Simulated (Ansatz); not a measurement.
# W: the cost of one run

Computed with Ansatz 0.2.0 (DFT PBE, scalar-relativistic, plane waves, PAW, unless a step's input says otherwise).

1 further run of the same task is left out (set aside as unsound or not needed).

### 1 The starting structure

Symmetry: Fm-3m, No. 225, cubic system. Conventional cell: a = 4.112 Å, b = 4.112 Å, c = 4.112 Å, α = 90.00°, β = 90.00°, γ = 90.00°. Ti (site symmetry m-3m) has 12 Ti at 2.91 Å as nearest neighbours.

Coordinates:

```cif
data_structure
_symmetry_space_group_name_H-M 'P 1'
_symmetry_Int_Tables_number 1
_cell_length_a 2.9076
_cell_length_b 2.9076
_cell_length_c 2.9076
_cell_angle_alpha 60.000
_cell_angle_beta 60.000
_cell_angle_gamma 60.000
_cell_volume 17.38
loop_
_atom_site_label
_atom_site_type_symbol
_atom_site_fract_x
_atom_site_fract_y
_atom_site_fract_z
_atom_site_occupancy
Ti1 Ti 0.00000 0.00000 0.00000 1
```

It is the result of an earlier relaxation at this level (volume 17.38 Å³/atom; gap on the mesh: none (metal)).

### 2 W strained to the base's plane

The (111) plane of W is fitted to the (111) plane of Ti, a strain of +1.9 % along x and +1.9 % along y; the third vector and the atoms relax.

Input file input.yaml:

```yaml
crystal:
  lattice:
    - [2.9076478651, 0.0, 0.0]
    - [-1.4538239325, 2.5180969164, 0.0]
    - [1.4538239325, 0.8393656388, 2.2798271803]
  atoms:
    - { symbol: W, position: [0.0, 0.0, 0.0] }
basis:
  ecutwfc: 420
kpoints:
  mp_grid: { grid: [12, 12, 15] }
hamiltonian:
  xc: pbe
scf:
  occupations: { method: gaussian, width: 0.1 }
output:
  forces: true
  stress: true
  eigenvalues: true
relax:
  adjacent_minimum: "off"
  f_tol: 0.01
  max_steps: 50
  cell: { fix: [a, b, gamma], stress_tol: 0.1 }
```

The run is started by

```sh
> ansatz run input.yaml --threads 1 --pin off --max-ram 2560MiB --backend cpu --events-out ev --progress --plain --runs-dir out
```

What time and memory should one allow on 1 thread of Intel Xeon Platinum 8375C at 2.90GHz (Ice Lake), shared host?

About 92 s, with a peak of 0.47 GiB.
